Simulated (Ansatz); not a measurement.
# Pb (Fm-3m) in Ansatz: convergence with xc grid

Aim: find how far xc grid must go before the results for Pb settle, at PBE. This setting moves, with any that are tied to it; all else stays.

Program: Ansatz 0.2.0. These are calculated values, not measurements. Logs are shortened: lines on timing, memory, paths and dates and some standing lists are left out, and cuts for length are marked.

## Step 1: Starting point

The structure is cubic, space group Fm-3m (No. 225). Conventional cell: a = 4.950 Å, b = 4.950 Å, c = 4.950 Å, α = 90.00°, β = 90.00°, γ = 90.00°. Around Pb (site symmetry m-3m) lie 12 Pb at 3.50 Å.

## Step 2: With xc grid 1

input.yaml reads:

```yaml
crystal:
  lattice:
    - [0.0, 2.47502, 2.47502]
    - [2.47502, 0.0, 2.47502]
    - [2.47502, 2.47502, 0.0]
  atoms:
    - { symbol: Pb, position: [0.0, 0.0, 0.0] }
kpoints:
  mp_grid: { grid: [9, 9, 9] }
scf:
  occupations: { method: fermi_dirac, width: 0.05 }
hamiltonian:
  xc: pbe
  pseudopotentials: { kind: all_electron, lapw: { basis_error: 0.001 } }
output:
  forces: true
  stress: true
  eigenvalues: true
basis:
  xc_grid: 1
```

Potentials or basis: all-electron LAPW, scalar-relativistic.

Run with:

```
> ansatz run input.yaml --threads 1 --pin off --max-ram 3072MiB --backend cpu --events-out ev --progress --plain --runs-dir out
```

Log:

```text
Warning: RAYON_NUM_THREADS=1 ignored (pool sized by the plan → 1); use --threads N
LAPW: plane waves up to 6.362 Å⁻¹, error target 1.0e-3 eV per atom; small_component_spin mean_spin; Pb in spheres of 1.750 Å, 36 of its electrons in bands, Dirac shells [] (how accurate: hamiltonian.pseudopotentials.lapw.basis_error, Limitations)
Engine: ansatz 0.2.0, aarch64-unknown-linux-gnu
Pseudopotentials: kind: all_electron
Pseudopotential: Pb, LAPW, valence charge 36, lapw/all_electron/scalar/gaussian/Pb, Koelling and Harmon's equation, gaussian nucleus
Functional definition: PBE
  parameter kappa = 0.804
  parameter beta = 0.06672455060314922
  exchange = pbe_x(kappa = kappa, mu = beta*pi^2/3)
  correlation = pbe_c(beta = beta)
Crystal: 1 atoms, lattice volume = 30.323 Å³
Basis set: ecut = 154.21153860262535 eV, 137 PW (Γ), exchange–correlation at level 1
Bands: 22, of which v1, the nominal top of the filled ones, is band 18 counted from 1 (17 counted from 0)
Symmetry: 48 space group operations
Space group: Fm-3m (ITA 225), of the structure as read, at distance tolerance 3.1e-5 Å
k-points: 35 of 729
Non-local potential: Pb, projectors of the file, none
Initial density: superposition of atomic densities (chi_scale 0.1, normalization cell)
Initial wavefunctions: plane waves of lowest kinetic energy (no species holds an atomic orbital)
Functional: x = pbe(κ = 0.804, μ = 0.2195149727645171), c = pbe(β = 0.06672455060314922)
iter 1 solved again at ethr=6.50e-6 eV; its pass at ethr=1.00e-1 eV (dr2=2.34e-3 eV) is discarded
SCF iter   1: F=—  HF=-568066.616466 eV  |F-HF|=—  |Δ(HF+E_count)|=         —  Δρ=3.21e-3  dr2=2.36e-3  ethr=6.50e-6  ⟨swp⟩=3.8  Hψ=5177  notcnv=0
preconditioner: auto → none  [insulator: Δε(μ)=0.227 eV  Ē_g=19.764 eV  σ=0.050 eV  W_gap=0.51  n_scr=14 (ndim 8)  ℏωp=25.2 eV  f_vac=0.033  D(μ)=0.39/eV (n_scr^D=0)  ε∞_Penn≈2.6]
SCF iter   2: F=—  HF=-568066.605646 eV  |F-HF|=—  |Δ(HF+E_count)|=   1.08e-2  Δρ=1.41e-3  dr2=4.91e-4  ethr=6.50e-6  ⟨swp⟩=2.0  Hψ=2273  notcnv=0
SCF iter   3: F=—  HF=-568066.605280 eV  |F-HF|=—  |Δ(HF+E_count)|=   3.66e-4  Δρ=6.03e-4  dr2=9.22e-5  ethr=1.36e-6  ⟨swp⟩=2.0  Hψ=2271  notcnv=0
iter 4 solved again at ethr=1.19e-8 eV; its pass at ethr=2.56e-7 eV (dr2=4.28e-6 eV) is discarded
SCF iter   4: F=—  HF=-568066.605278 eV  |F-HF|=—  |Δ(HF+E_count)|=   2.42e-6  Δρ=1.22e-4  dr2=4.29e-6  ethr=1.19e-8  ⟨swp⟩=2.0  Hψ=3842  notcnv=0
SCF iter   5: F=—  HF=-568066.605283 eV  |F-HF|=—  |Δ(HF+E_count)|=   4.71e-6  Δρ=1.83e-5  dr2=1.04e-7  ethr=1.19e-8  ⟨swp⟩=2.0  Hψ=2271  notcnv=0
SCF iter   6: F=-568066.605283 eV  HF=-568066.605283 eV  |F-HF|=9.31e-10  |Δ(HF+E_count)|=   2.19e-7  Δρ=5.59e-7  dr2=5.08e-11  ethr=2.88e-10  ⟨swp⟩=2.7  Hψ=2303  notcnv=0
SCF 1 converged in 6 iterations: F = -568066.605283 eV  dr2 = 5.08e-11
SCF converged after 6 iterations
Free energy (F): -568066.605283 eV
Harris-Foulkes:  -568066.605283 eV  (|F-HF|=9.31e-10)
Internal energy: -568066.602177 eV  (E = F + TS)
E sigma→0 (E₀):  -568066.603730 eV
Entropy (-TS):   -0.003106 eV (-3.106 meV/atom)
Fermi energy:    15.519942 eV
--- Per-component energies (eV) ---
  E_band       = -2196.127434
  E_kinetic    = 654971.668398
  E_xc         = -10580.679509
  E_electrostatic = -1212457.591066  (all electrons and nuclei)
  E_smearing   = -0.003106  (= −TS)
  E_closure    = 0.000000  (closes the sum)
  E_atoms      = -568063.043352  (free atoms, spherical and without spin; not in F)
  Σ components = -568066.605283   (vs F -568066.605283, Δ=0.00e0)
  Basis errors (estimates in eV, not in F): energy 2.1e-4 per atom: plane waves 2.0e-4 (1.0e-4 summed), levels above the bands 7.4e-100, relativity 4.2e-8, radial functions 2.9e-6, core shells 1.0e-9; eigenvalues (radial functions only) 1.3e-5; not estimated: angular momenta, meshes, grids; target (lapw.basis_error) 1.0e-3; muffin-tin radii Pb 1.750 Å
--- Forces (eV/Å), atoms counted from 1 ---
  atom   1  Pb    -0.00000000    -0.00000000     0.00000000
  max |Σ_I F_I| component: 5.75e-32 eV/Å
--- Stress (GPa, compression-positive) ---
        2.273161       0.000000      -0.000000
        0.000000       2.273161       0.000000
       -0.000000       0.000000       2.273161
  P = ⅓ Tr σ = 2.2732 GPa (22.732 kbar)
--- Band table (eV; the first three rows and the last of 35) ---
  k-point 0: bands = ["-123.9839", "-113.0150", "-113.0150", "-113.0150", "-113.0148", "-113.0148", "-113.0148", "-113.0146", "-65.8176", "-65.8176", "-65.8176", "-1.4208", "-1.4208", "-1.4208", "-1.2805", "-1.2805", "3.9150", "23.0820", "23.0820", "23.0820", "25.4136", "27.0167"]
  k-point 1: bands = ["-123.9839", "-113.0150", "-113.0150", "-113.0150", "-113.0148", "-113.0148", "-113.0148", "-113.0146", "-65.8180", "-65.8177", "-65.8177", "-1.4213", "-1.4043", "-1.4043", "-1.2806", "-1.2806", "4.1530", "20.7140", "22.7994", "22.7994", "25.0258", "27.9813"]
  k-point 2: bands = ["-123.9838", "-113.0150", "-113.0150", "-113.0150", "-113.0148", "-113.0148", "-113.0148", "-113.0146", "-65.8189", "-65.8179", "-65.8179", "-1.4265", "-1.3848", "-1.3848", "-1.2580", "-1.2580", "4.8651", "17.2469", "22.1996", "22.1996", "24.6864", "27.5110"]
  k-point 34: bands = ["-123.9838", "-113.0150", "-113.0150", "-113.0150", "-113.0148", "-113.0148", "-113.0148", "-113.0146", "-65.8200", "-65.8196", "-65.8189", "-1.4128", "-1.3991", "-1.3181", "-1.2276", "-1.1229", "8.8640", "13.8460", "14.7922", "16.4440", "25.9524", "27.0254"]
```

Wall time 3.3 s (1 thread of Arm Neoverse V1, shared host); peak memory 0.23 GiB.

What came out:

| Property | Result |
| --- | --- |
| Free energy | -568066.6053 eV |
| Pressure | 2.3 GPa |
| Band gap on the k mesh | none (metal or under the smearing width) |

## Step 3: With xc grid 2

Edit input.yaml of step 2 so:

```diff
@@ -19,2 +19,2 @@
 basis:
-  xc_grid: 1
+  xc_grid: 2
```

Potentials or basis: all-electron LAPW, scalar-relativistic.

Run with:

```
> ansatz run input.yaml --threads 1 --pin off --max-ram 3072MiB --backend cpu --events-out ev --progress --plain --runs-dir out
```

It took 3.3 s on 1 thread of Arm Neoverse V1, shared host; peak memory 0.23 GiB.

What came out:

```yaml
Free_energy: -568066.6053 eV
Pressure: 2.3 GPa
Band_gap_on_the_k_mesh: none (metal or under the smearing width)
```

## Step 4: With xc grid 3

Edit input.yaml of step 3 so:

```diff
@@ -19,2 +19,2 @@
 basis:
-  xc_grid: 2
+  xc_grid: 3
```

Run with:

```
> ansatz run input.yaml --threads 1 --pin off --max-ram 3072MiB --backend cpu --events-out ev --progress --plain --runs-dir out
```

It took 3.4 s on 1 thread of Arm Neoverse V1, shared host; peak memory 0.23 GiB.

The run converged. Its results:

| Quantity | Value |
| --- | --- |
| Free energy | -568066.6053 eV |
| Pressure | 2.3 GPa |
| Band gap on the k mesh | none (metal or under the smearing width) |

## Step 5: With xc grid 4

Edit input.yaml of step 4 so:

```diff
@@ -19,2 +19,2 @@
 basis:
-  xc_grid: 3
+  xc_grid: 4
```

Run with:

```
> ansatz run input.yaml --threads 1 --pin off --max-ram 3072MiB --backend cpu --events-out ev --progress --plain --runs-dir out
```

Wall time 3.6 s (1 thread of Arm Neoverse V1, shared host); peak memory 0.23 GiB.

It converged, with:

```yaml
Free_energy: -568066.6053 eV
Pressure: 2.3 GPa
Band_gap_on_the_k_mesh: none (metal or under the smearing width)
```

## Step 6: Result

```
xc grid  energy less the tightest run, at zero smearing (meV/atom)  SCF cycles  CPU time (s)  peak memory (GiB)
      1                                                       0.00           6           3.3               0.23
      2                                                       0.00           6           3.3               0.23
      3                                                       0.00           6           3.4               0.23
      4                                                       0.00           6           3.6               0.23
```

Against the tightest run, the energy stays within 1 meV/atom from 1 on. The tightest run that finished is the yardstick and may itself not be fully converged.
